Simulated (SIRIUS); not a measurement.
# PbSe (Pm-3m) in SIRIUS: reference runs

How does PbSe come out in PBEsol? The cell is run as given.

All numbers are computed with SIRIUS 7.10.0; they aren't measurements. Logs are shortened: lines on timing, memory, paths and dates and some standing lists are left out, and cuts for length are marked. The log counts tension as positive stress, the text compression.

## 1. Starting point

Symmetry: Pm-3m, No. 221, cubic system. The conventional cell has a = 3.784 Å, b = 3.784 Å, c = 3.784 Å, α = 90.00°, β = 90.00°, γ = 90.00°. Around Pb (site symmetry m-3m) lie 8 Se at 3.28 Å. Se (site symmetry m-3m) has 8 Pb at 3.28 Å as nearest neighbours.

Measurements of this composition are mostly on another form, of space group No. 225.

## 2. Single point, PBEsol

The input, sirius.json:

```json
{
  "control": {
    "processing_unit": "cpu",
    "verbosity": 2,
    "num_bands_to_print": 23,
    "print_forces": true,
    "print_stress": true
  },
  "parameters": {
    "electronic_structure_method": "pseudopotential",
    "xc_functionals": ["XC_GGA_X_PBE_SOL", "XC_GGA_C_PBE_SOL"],
    "gk_cutoff": 9.3,
    "pw_cutoff": 18.6,
    "ngridk": [7, 7, 7],
    "shiftk": [0, 0, 0],
    "smearing": "fermi_dirac",
    "smearing_width": 0.0018374661,
    "num_bands": 23,
    "num_mag_dims": 0,
    "num_dft_iter": 100,
    "energy_tol": 1e-08,
    "density_tol": 1e-06
  },
  "iterative_solver": {
    "type": "davidson",
    "min_tolerance": 1e-09,
    "tolerance_scale": [0.1, 0.25]
  },
  "mixer": {
    "type": "anderson",
    "beta": 0.7,
    "max_history": 8
  },
  "settings": {
    "tol_ne": 1e-10,
    "pseudo_grid_cutoff": 6.5
  },
  "unit_cell": {
    "lattice_vectors": [
      [7.151332147396, 0.0, 0.0],
      [0.0, 7.151332147396, 0.0],
      [0.0, 0.0, 7.151332147396]
    ],
    "atom_coordinate_units": "lattice",
    "atom_types": ["Pb", "Se"],
    "atom_files": {
      "Pb": "Pb.json",
      "Se": "Se.json"
    },
    "atoms": {
      "Pb": [
        [0.0, 0.0, 0.0]
      ],
      "Se": [
        [0.5, 0.5, 0.5]
      ]
    }
  }
}
```

Potentials or basis: PseudoDojo 0.4.1 PBEsol standard (scalar relativistic).

The run is started by

```sh
upf_to_json Pb.upf
upf_to_json Se.upf
OMP_NUM_THREADS=1 sirius.scf --input=sirius.json --output=out.json --task=0
```

Output:

```text
[info] SIRIUS version : 7.10.0
[info] number of MPI ranks           : 1
[info] MPI grid                      : 1 1
[info] maximum number of OMP threads : 1
[fft] FFT context for density and potential
[fft] =====================================
[fft]   comm size                             : 1
[fft]   plane wave cutoff                     : 18.6
[fft]   grid size                             : 45 45 45   total : 91125
[fft]   grid limits                           : -22 22   -22 22   -22 22
[fft]   number of G-vectors within the cutoff : 19804
[fft]   local number of G-vectors             : 19804
[fft]   number of G-shells                    : 1052
[fft] FFT context for coarse grid
[fft] =====================================
[fft]   comm size                             : 1
[fft]   plane wave cutoff                     : 18.6
[fft]   grid size                             : 45 45 45   total : 91125
[fft]   grid limits                           : -22 22   -22 22   -22 22
[fft]   number of G-vectors within the cutoff : 19804
[fft]   local number of G-vectors             : 19804
[fft]   number of G-shells                    : 1052
[unit cell] lattice vectors
[unit cell]   a1 :       7.1513321474      0.0000000000      0.0000000000
[unit cell]   a2 :       0.0000000000      7.1513321474      0.0000000000
[unit cell]   a3 :       0.0000000000      0.0000000000      7.1513321474
[unit cell] reciprocal lattice vectors
[unit cell]   b1 :       0.8786034794      0.0000000000      0.0000000000
[unit cell]   b2 :       0.0000000000      0.8786034794      0.0000000000
[unit cell]   b3 :       0.0000000000      0.0000000000      0.8786034794
[unit cell] unit cell volume :       365.73022118 [a.u.^3]
[unit cell] 1/sqrt(omega)    :         0.05229011
[unit cell] MT volume        :         0.00000000 ( 0.00%)
[unit cell] IT volume        :       365.73022118 (100.00%)
[unit cell] number of atom types : 2
[unit cell] type id : 0 symbol : Pb mt_radius :  16.770000 num_atoms : 1
[... 313 lines left out ...]
[diagonalize] ik:   17   -1.361053   -1.361053   -1.361051   -1.361031   -1.361024   -0.253281   -0.252661   -0.251959   -0.251241   -0.249728   -0.063872    0.082852    0.246423    0.269163    0.292506    0.388595    0.444091    0.494175    0.706641    0.741859    0.760020    0.877551    0.884242
[diagonalize] ik:   18   -1.361055   -1.361053   -1.361053   -1.361027   -1.361020   -0.253848   -0.252620   -0.252567   -0.250456   -0.248868   -0.058012    0.101019    0.237715    0.245910    0.297578    0.384384    0.412160    0.443674    0.732127    0.791529    0.801301    0.893419    0.931072
[diagonalize] ik:   19   -1.361054   -1.361054   -1.361054   -1.361020   -1.361020   -0.253451   -0.253275   -0.253275   -0.248834   -0.248834   -0.054314    0.117950    0.259956    0.270412    0.270412    0.355304    0.355304    0.385693    0.816186    0.838778    0.838778    0.979339    0.987970
[find] Charges and magnetic moments
[find] --------------------------------------------------------------------------------
[find] total charge          : 30.000000
[find] Energy
[find] --------------------------------------------------------------------------------
[find] valence_eval_sum               :     -14.39550038
[find] <rho|V^{XC}>                   :     -28.22862254
[find] <rho|E^{XC}>                   :     -43.75734029
[find] <mag|B^{XC}>                   :       0.00000000
[find] <rho|V^{H}>                    :      93.38493480
[find] one-electron contribution      :     -79.55181264 (Ha),    -159.10362528 (Ry)
[find] hartree contribution           :      46.69246740
[find] xc contribution                :     -43.75734029
[find] ewald contribution             :    -114.78461226
[find] PAW contribution               :       0.00000000
[find] smearing (-TS)                 :      -0.00037248
[find] SCF correction                 :       0.00000161
[find] Total energy                   :    -191.40129618 (Ha),    -382.80259235 (Ry)
[find] Free energy (E-TS)             :    -191.40166865 (Ha),    -382.80333730 (Ry)
[find] band gap (eV)                  :       0.00000000
[find] Efermi                         :       0.36144856
[find] iteration : 10, RMS : 1.115988358710e-07, energy difference : -8.106837867672e-09
[find] Hartree energy of density residual : 3.321488528301e-12
[find] bands are converged : true
[find] iterative solver converged : true
[find] converged after 11 SCF iterations!
[find] Charges and magnetic moments
[find] --------------------------------------------------------------------------------
[find] total charge          : 30.000000
[find] Energy
[find] --------------------------------------------------------------------------------
[find] valence_eval_sum               :     -14.39550038
[find] <rho|V^{XC}>                   :     -28.22862254
[find] <rho|E^{XC}>                   :     -43.75734029
[find] <mag|B^{XC}>                   :       0.00000000
[find] <rho|V^{H}>                    :      93.38493480
[find] one-electron contribution      :     -79.55181264 (Ha),    -159.10362528 (Ry)
[find] hartree contribution           :      46.69246740
[find] xc contribution                :     -43.75734029
[find] ewald contribution             :    -114.78461226
[find] PAW contribution               :       0.00000000
[find] smearing (-TS)                 :      -0.00037248
[find] SCF correction                 :       0.00000161
[find] Total energy                   :    -191.40129618 (Ha),    -382.80259235 (Ry)
[find] Free energy (E-TS)             :    -191.40166865 (Ha),    -382.80333730 (Ry)
[find] band gap (eV)                  :       0.00000000
[find] Efermi                         :       0.36144856
[ground_state] === stress tensor components [kbar] ===
[ground_state] === stress_kin ===
[ground_state] -60517.253180    0.000000    0.000000
[ground_state]     0.000000-60517.253180    0.000000
[ground_state]     0.000000    0.000000-60517.253180
[ground_state] === stress_har ===
[ground_state] -12520.518855   -0.000000    0.000000
[ground_state]    -0.000000-12520.518855    0.000000
[ground_state]     0.000000    0.000000-12520.518855
[ground_state] === stress_ewald ===
[ground_state] 30779.330843    0.000000    0.000000
[ground_state]     0.00000030779.330843    0.000000
[ground_state]     0.000000    0.00000030779.330843
[ground_state] === stress_vloc ===
[ground_state] -2619.607809    0.000000   -0.000000
[ground_state]     0.000000-2619.607809    0.000000
[ground_state]    -0.000000    0.000000-2619.607809
[ground_state] === stress_xc ===
[ground_state] -12322.217618    0.000000   -0.000000
[ground_state]     0.000000-12322.217618   -0.000000
[ground_state]    -0.000000   -0.000000-12322.217618
[ground_state] === stress_core ===
[ground_state] 20148.690964    0.000000    0.000000
[ground_state]     0.00000020148.690964    0.000000
[ground_state]     0.000000    0.00000020148.690964
[ground_state] === stress_nonloc ===
[ground_state] 37083.766941    0.000000    0.000000
[ground_state]     0.00000037083.766941   -0.000000
[ground_state]     0.000000   -0.00000037083.766941
[ground_state] === stress_us_nl ===
[ground_state] 37083.766941    0.000000    0.000000
[ground_state]     0.00000037083.766941   -0.000000
[ground_state]     0.000000   -0.00000037083.766941
[ground_state] === stress_total ===
[ground_state]    32.191286   -0.000000    0.000000
[ground_state]    -0.000000   32.191286    0.000000
[ground_state]     0.000000    0.000000   32.191286
[ground_state] ==== total Forces in Ha/bohr =====
[ground_state] atom:    0, force:       0.0000000      0.0000000      0.0000000
[... 14 lines left out ...]
[ground_state] atom:    0, force:       0.0000000      0.0000000      0.0000000
[ground_state] atom:    1, force:       0.0000000      0.0000000      0.0000000
[~DFT_ground_state] local op. applied: 12268
[~DFT_ground_state] evp. work count: 2128.04
[~DFT_ground_state] number of iterative solver steps: 997
```

It took 55 s on 1 thread of Arm Neoverse V2, shared host; peak memory 0.4 GiB.

What came out:

```yaml
Free_energy: -5208.3047 eV
Pressure: -3.2 GPa
Band_gap_on_the_k_mesh: none (metal or under the smearing width)
```
